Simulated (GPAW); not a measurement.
A run of GPAW 26.7.0:

Contents of run.py:

```python
import numpy as np
from ase.dft.bandgap import bandgap
from ase.io import read, write
from gpaw import GPAW, PW
from gpaw.response import ResponseContext, ResponseGroundStateAdapter
from gpaw.response.chiks import ChiKSCalculator
from gpaw.response.heisenberg import calculate_fm_magnon_energies
from gpaw.response.localft import LocalFTCalculator
from gpaw.response.mft import IsotropicExchangeCalculator
from gpaw.response.site_kernels import SphericalSiteKernels

atoms = read('MnO.xyz')
atoms.set_initial_magnetic_moments([5.0, 0.0])

calc = GPAW(mode=PW(550),
            xc='LDA',
            kpts={'size': (8, 8, 8), 'gamma': True},
            occupations={'name': 'fermi-dirac', 'width': 0.05},
            nbands=21,
            convergence={'density': 0.0001},
            maxiter=150,
            txt='gpaw.txt')
atoms.calc = calc
energy = atoms.get_potential_energy()
calc.write('gs.gpw')
write('result.traj', atoms)
print(f'Energy: {energy:.6f} eV')
print('Moments:', calc.get_magnetic_moments().round(3))
print('Fermi level:', round(calc.get_fermi_level(), 4), 'eV')
print(f'Gap: {bandgap(calc)[0]:.4f} eV, direct: {bandgap(calc, direct=True)[0]:.4f} eV')

dense = calc.fixed_density(kpts={'size': (8, 8, 8), 'gamma': True},
                           nbands=35, convergence={'bands': 29, 'eigenstates': 1e-12},
                           update_fermi_level=True, maxiter=300, txt='dense.txt')
dense.write('dense.gpw', mode='all')

sites = [0]
moments = calc.get_magnetic_moments()[sites]
q_qc = np.array([[0.0, 0.0, 0.0], [0.125, 0.0, 0.0], [0.25, 0.0, 0.0], [0.5, 0.0, 0.0], [0.125, 0.125, 0.0], [0.25, 0.25, 0.0], [0.5, 0.5, 0.0]])
gs = ResponseGroundStateAdapter.from_gpw_file('dense.gpw')
context = ResponseContext(txt='mft.txt')
chiks = ChiKSCalculator(gs, context, ecut=150, nbands=29, gammacentered=True)
exchange = IsotropicExchangeCalculator(chiks, LocalFTCalculator.from_rshe_parameters(gs, context))
kernels = SphericalSiteKernels(atoms.positions[sites], [[1.035] * len(sites)])
J_qab = np.array([exchange(q_c, kernels)[..., 0] for q_c in q_qc])
E_qn = calculate_fm_magnon_energies(J_qab, q_qc, moments)
np.savetxt('exchange.dat', np.c_[q_qc, 1000 * J_qab.real.reshape((len(q_qc), -1))], fmt='%.4f')
np.savetxt('magnons.dat', np.c_[q_qc, 1000 * E_qn.real], fmt='%.4f')
for q_c, E_n in zip(q_qc, E_qn):
    print(q_c.round(4), 'magnon energies (meV):', (1000 * E_n.real).round(2))
```

Contents of MnO.xyz:

```xyz
2
Lattice="0.0000000000 2.1785090927 2.1785090927 2.1785090927 0.0000000000 2.1785090927 2.1785090927 2.1785090927 0.0000000000" Properties=species:S:1:pos:R:3 pbc="T T T"
Mn     0.0000000000      0.0000000000      0.0000000000
O      2.1785090927      2.1785090927      2.1785090927
```

Potentials or basis: the program's PAW data sets (release 1.2.1) made for this functional, pw.

The run is started by

```bash
$ OMP_NUM_THREADS=1 python run.py
```

Hardware: 1 thread of Arm Neoverse V2 (shared host).

Q: Estimate the wall time of this run.

A: Run time: 2.2 min on 1 thread of Arm Neoverse V2, on a shared host, peak memory 0.4 GiB. Counts: scf iterations 21, plane waves 620, bands 21, k points 29.
